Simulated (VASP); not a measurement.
# GaCo (Pm-3m) in VASP: further runs

One crystal, GaCo, is run at these levels: PBEsol+D3(BJ)+U; tasks: single point.

Program: VASP 6.6.1. These are calculated values, not measurements. Logs are shortened: lines on timing, memory, paths and dates and some standing lists are left out, and cuts for length are marked.

**1. Starting point**

The structure is cubic, space group Pm-3m (No. 221). Conventional cell: a = 2.878 Å, b = 2.878 Å, c = 2.878 Å, α = 90.00°, β = 90.00°, γ = 90.00°. Ga (site symmetry m-3m) is surrounded by 8 Co at 2.49 Å. Co (site symmetry m-3m) has 8 Ga at 2.49 Å as nearest neighbours.

**2. Single point, PBEsol+D3(BJ)+U, collinear spin, typed start**

INCAR reads:

```
SYSTEM = GaCo
PREC = Accurate
ENCUT = 520
EDIFF = 1E-7
ISMEAR = -1
SIGMA = 0.05
LREAL = .False.
LASPH = .True.
NELM = 150
ALGO = Fast
ISIF = 2
LWAVE = .False.
LCHARG = .False.
ISPIN = 2
MAGMOM = 0 2
LORBIT = 11
LMAXMIX = 4
LDAU = .True.
LDAUTYPE = 2
LDAUL = -1 2
LDAUU = 0 5
LDAUJ = 0 0
LDAUPRINT = 1
GGA = PS
IVDW = 12
NBANDS = 22
```

KPOINTS reads:

```
regular mesh
0
Gamma
  9 9 9
  0 0 0
```

POSCAR reads:

```
GaCo
1.0
    2.8780000000      0.0000000000      0.0000000000
    0.0000000000      2.8780000000      0.0000000000
    0.0000000000      0.0000000000      2.8780000000
Ga Co
1 1
Direct
    0.5000000000      0.5000000000      0.5000000000
    0.0000000000      0.0000000000      0.0000000000
```

Potentials or basis: VASP PAW PBE potentials, release 64 (Ga_d, Co).

On the command line:

```
cat potpaw_PBE.64/Ga_d/POTCAR potpaw_PBE.64/Co/POTCAR > POTCAR
mpirun -np 1 vasp_std > vasp.out
```

OUTCAR:

```text
SYSTEM = GaCo
   PREC = Accurate
   ENCUT = 520
   EDIFF = 1E-7
   ISMEAR = -1
   LREAL = .False.
   LASPH = .True.
   NELM = 150
   ISIF = 2
   ISPIN = 2
   LORBIT = 11
   GGA = PS
   IVDW = 12
 IVDW          = 12

 ion  position               nearest neighbor table
   1  0.500  0.500  0.500-   2 2.49   2 2.49   2 2.49   2 2.49   2 2.49   2 2.49   2 2.49   2 2.49

   2  0.000  0.000  0.000-   1 2.49   1 2.49   1 2.49   1 2.49   1 2.49   1 2.49   1 2.49   1 2.49

  LATTYP: Found a simple cubic cell.
 ALAT       =     2.8780000000

  Lattice vectors:

 A1 = (   2.8780000000,   0.0000000000,   0.0000000000)
 A2 = (   0.0000000000,   2.8780000000,   0.0000000000)
 A3 = (   0.0000000000,   0.0000000000,   2.8780000000)

Analysis of symmetry for initial positions (statically):
=====================================================================
 Subroutine PRICEL returns:
 Original cell was already a primitive cell.

 Routine SETGRP: Setting up the symmetry group for a
 simple cubic supercell.

 Subroutine GETGRP returns: Found 48 space group operations
 (whereof 48 operations were pure point group operations)
 out of a pool of 48 trial point group operations.

The static configuration has the point symmetry O_h .

Analysis of symmetry for dynamics (positions and initial velocities):
=====================================================================
 Subroutine PRICEL returns:
 Original cell was already a primitive cell.

 Routine SETGRP: Setting up the symmetry group for a
 simple cubic supercell.

 Subroutine GETGRP returns: Found 48 space group operations
 (whereof 48 operations were pure point group operations)
 out of a pool of 48 trial point group operations.

The dynamic configuration has the point symmetry O_h .

Analysis of structural, dynamic, and magnetic symmetry:
=====================================================================
 Subroutine PRICEL returns:
 Original cell was already a primitive cell.

[... 174 lines left out ...]
  o =  0.8599  v =  0.0000  0.0000  0.0000  0.0000  0.0000  0.0000 -0.9617 -0.0000  0.2742  0.0000      0.0000  0.0000  0.0000  0.0000  0.0000  0.0000  0.0000  0.0000  0.0000  0.0000
  o =  0.8599  v =  0.0000  0.0000  0.0000  0.0000  0.0000  1.0000  0.0000  0.0000  0.0000  0.0000      0.0000  0.0000  0.0000  0.0000  0.0000  0.0000  0.0000  0.0000  0.0000  0.0000
  o =  0.8599  v =  0.0000  0.0000  0.0000  0.0000  0.0000  0.0000 -0.2742  0.0000 -0.9617 -0.0000      0.0000  0.0000  0.0000  0.0000  0.0000  0.0000  0.0000  0.0000  0.0000  0.0000
  o =  0.8883  v =  1.0000  0.0000  0.0000  0.0000  0.0000  0.0000  0.0000  0.0000  0.0000  0.0000      0.0000  0.0000  0.0000  0.0000  0.0000  0.0000  0.0000  0.0000  0.0000  0.0000
  o =  0.8883  v =  0.0000 -0.7719 -0.0000  0.6357 -0.0000  0.0000  0.0000  0.0000  0.0000  0.0000      0.0000  0.0000  0.0000  0.0000  0.0000  0.0000  0.0000  0.0000  0.0000  0.0000
  o =  0.8883  v =  0.0000  0.6357 -0.0000  0.7719  0.0000  0.0000  0.0000  0.0000  0.0000  0.0000      0.0000  0.0000  0.0000  0.0000  0.0000  0.0000  0.0000  0.0000  0.0000  0.0000
  o =  0.9356  v =  0.0000 -0.0000 -0.2620 -0.0000  0.9651  0.0000  0.0000  0.0000  0.0000  0.0000      0.0000  0.0000  0.0000  0.0000  0.0000  0.0000  0.0000  0.0000  0.0000  0.0000
  o =  0.9356  v =  0.0000 -0.0000 -0.9651 -0.0000 -0.2620  0.0000  0.0000  0.0000  0.0000  0.0000      0.0000  0.0000  0.0000  0.0000  0.0000  0.0000  0.0000  0.0000  0.0000  0.0000

 number of electron      22.0000018 magnetization       1.3357307

 Free energy of the ion-electron system (eV)
  ---------------------------------------------------
  ext. energy  EPLUGINS =         0.00000000
  ---------------------------------------------------
  free energy    TOTEN  =        -7.75296528 eV

  energy without entropy =       -7.74180644  energy(sigma->0) =       -7.74738586

 E-fermi :   9.6826     XC(G=0): -13.3172

 val. band max:        9.6629059564   @ k =   0.3333   0.2222   0.1111
 cond. band min:       9.6954292279   @ k =   0.4444   0.1111   0.0000
 fundamental gap:      0.0325232716
 Fermi energy:         9.6826350953

 spin component 1

 k-point     1 :       0.0000    0.0000    0.0000
  band No.  band energies     occupation
      1      -5.5088      1.00000
      2      -5.5088      1.00000
      3      -5.1556      1.00000
      4      -5.1556      1.00000
      5      -5.1556      1.00000
      6      -2.4695      1.00000
[... 1193 lines left out ...]
     21      32.9712      0.00000
     22      34.8211      0.00000

 [... further k-points ...]

------------------------ aborting loop because EDIFF is reached ----------------------------------------

 Edisp (eV)   -0.81629

 E8    (eV) :    -0.5543

  FORCE on cell =-STRESS in cart. coord.  units (eV):
  Direction    XX          YY          ZZ          XY          YZ          ZX
  --------------------------------------------------------------------------------------
  -------------------------------------------------------------------------------------
  Total      -0.24898    -0.24898    -0.24898     0.00000     0.00000    -0.00000
  in kB     -16.73416   -16.73416   -16.73416     0.00000     0.00000    -0.00000
  external pressure =      -16.73 kB  Pullay stress =        0.00 kB

 VOLUME and BASIS-vectors are now :
 -----------------------------------------------------------------------------
  energy-cutoff  :      520.00
  volume of cell :       23.84
      direct lattice vectors                 reciprocal lattice vectors
     2.878000000  0.000000000  0.000000000     0.347463516  0.000000000  0.000000000
     0.000000000  2.878000000  0.000000000     0.000000000  0.347463516  0.000000000
     0.000000000  0.000000000  2.878000000     0.000000000  0.000000000  0.347463516

 POSITION                                       TOTAL-FORCE (eV/Angst)
 -----------------------------------------------------------------------------------
      1.43900      1.43900      1.43900         0.000000      0.000000      0.000000
      0.00000      0.00000      0.00000         0.000000      0.000000      0.000000
 -----------------------------------------------------------------------------------
    total drift:                                0.000000      0.000000     -0.000000

  FREE ENERGIE OF THE ION-ELECTRON SYSTEM (eV)
  ---------------------------------------------------
  free  energy   TOTEN  =        -8.5692543056 eV

  energy  without entropy=       -8.5580954697  energy(sigma->0) =       -8.56367489

 total charge

# of ion       s       p       d       tot
------------------------------------------
    1        0.842   0.907  10.047  11.796
    2        0.408   0.477   7.568   8.452
--------------------------------------------------
tot          1.250   1.383  17.615  20.248

 magnetization (x)

# of ion       s       p       d       tot
------------------------------------------
    1       -0.007  -0.046  -0.021  -0.074
    2        0.001  -0.009   1.469   1.462
--------------------------------------------------
tot         -0.006  -0.055   1.448   1.387
```

stdout:

```text
POSCAR found type information on POSCAR GaCo
 POSCAR found :  2 types and       2 ions
 scaLAPACK will be used
 -----------------------------------------------------------------------------
|                                                                             |
|                                                                             |
|     You enforced a specific xc type in the INCAR file but a different       |
|     I HOPE YOU KNOW WHAT YOU ARE DOING!                                     |
|                                                                             |
 -----------------------------------------------------------------------------

 LDA part: xc-table for (Slater+PW92), standard interpolation
 POSCAR, INCAR and KPOINTS ok, starting setup
 FFT: planning ... GRIDC
 FFT: planning ... GRID_SOFT
 FFT: planning ... GRID
 WAVECAR not read
 entering main loop
```

Run time: 38 s. Hardware: 1 thread of Intel Xeon Platinum 8488C (Sapphire Rapids), shared host; peak memory 0.17 GiB.

Results:

```
Free energy                                           : -8.5693 eV
Pressure                                              : -1.7 GPa
Band gap on the k mesh                                : none (metal or under the smearing width)
Net moment                                            : 1.34 μB per cell
Site moments                                          : Ga -0.07; Co +1.46 μB
Valence electrons inside the program's atomic spheres : Ga 11.80; Co 8.45
Dispersion energy per atom                            : -0.408 eV
```

Eigenvalues of the final occupation matrices:
```
    site  spin  trace               eigenvalues
site 2 d     1   4.54  0.89 0.89 0.89 0.94 0.94
site 2 d     2   3.07  0.24 0.24 0.86 0.86 0.86
```

Caveat: the PAW data sets were made with another functional, which shifts forces and pressure a little; pairwise dispersion overbinds metals, which lowers pressure and volume; the U is typed as a test and isn't derived for this compound. The state reached can hang on the start; a lower one may exist.

**3. Single point, PBEsol+D3(BJ)+U, collinear spin, twin_end start**

INCAR reads:

```
SYSTEM = GaCo
ALGO     = Fast           ! electronic algorithm
EDIFF    = 1E-6           ! SCF threshold, eV
ENCUT    = 520            ! plane-wave cutoff, eV
GGA      = PS             ! functional
ISIF     = 2              ! what is computed and relaxed
ISMEAR   = -1             ! smearing method
ISPIN    = 2              ! spin polarisation
IVDW     = 12             ! dispersion correction
LASPH    = .True.         ! aspherical terms in the spheres
LCHARG   = .False.        ! write CHGCAR
LDAU     = .True.         ! DFT+U
LDAUJ    = 0 0          
LDAUL    = -1 2           ! shell
LDAUPRINT= 1            
LDAUTYPE = 2            
LDAUU    = 0 8            ! U, eV
LMAXMIX  = 4              ! l up to which the mixer works
LORBIT   = 11             ! projections on sites
LREAL    = .False.        ! projectors in reciprocal space
LWAVE    = .False.        ! write WAVECAR
MAGMOM   = -0.04 2.01     ! initial moments
NBANDS   = 22             ! bands
NELM     = 150            ! most SCF steps
PREC     = Accurate       ! precision mode
SIGMA    = 0.05           ! smearing width, eV
```

KPOINTS reads:

```
k-points
0
Gamma
  9 9 9
  0 0 0
```

POSCAR is that of step 2.

Potentials or basis: VASP PAW PBE potentials, release 64 (Ga_d, Co).

On the command line:

```
cat potpaw_PBE.64/Ga_d/POTCAR potpaw_PBE.64/Co/POTCAR > POTCAR
mpirun -np 1 vasp_std > vasp.out
```

Run time: 40 s. Hardware: 1 thread of Intel Xeon Platinum 8488C (Sapphire Rapids), shared host; peak memory 0.17 GiB.

Results (log left out):

```
Free energy                                           : -7.3704 eV
Pressure                                              : 15.1 GPa
Band gap on the k mesh                                : none (metal or under the smearing width)
Net moment                                            : 1.95 μB per cell
Site moments                                          : Ga -0.01; Co +1.95 μB
Valence electrons inside the program's atomic spheres : Ga 11.85; Co 8.50
Dispersion energy per atom                            : -0.408 eV
```

Levels at points of the mesh, in eV from the Fermi level:
Spin up:
```csv
k point,band 9,band 10,band 11,band 12,band 13,band 14,band 15,band 16
"(0.00, 0.00, 0.00)",-5.32,-5.32,-5.32,4.27,4.27,4.27,8.29,8.29
```
Spin down:
| k point | band 8 | band 9 | band 10 | band 11 | band 12 | band 13 |
| --- | --- | --- | --- | --- | --- | --- |
| (0.00, 0.00, 0.00) | -3.90 | -3.90 | 0.83 | 0.83 | 4.37 | 4.37 |

Eigenvalues of the final occupation matrices:
| site | spin | trace | eigenvalues |
| --- | --- | --- | --- |
| site 2 d | 1 | 4.77 | 0.94 0.94 0.94 0.97 0.97 |
| site 2 d | 2 | 2.84 | 0.05 0.05 0.91 0.91 0.91 |

Caveat: the PAW data sets were made with another functional, which shifts forces and pressure a little; pairwise dispersion overbinds metals, which lowers pressure and volume; the U is typed as a test and isn't derived for this compound. The state reached can hang on the start; a lower one may exist.
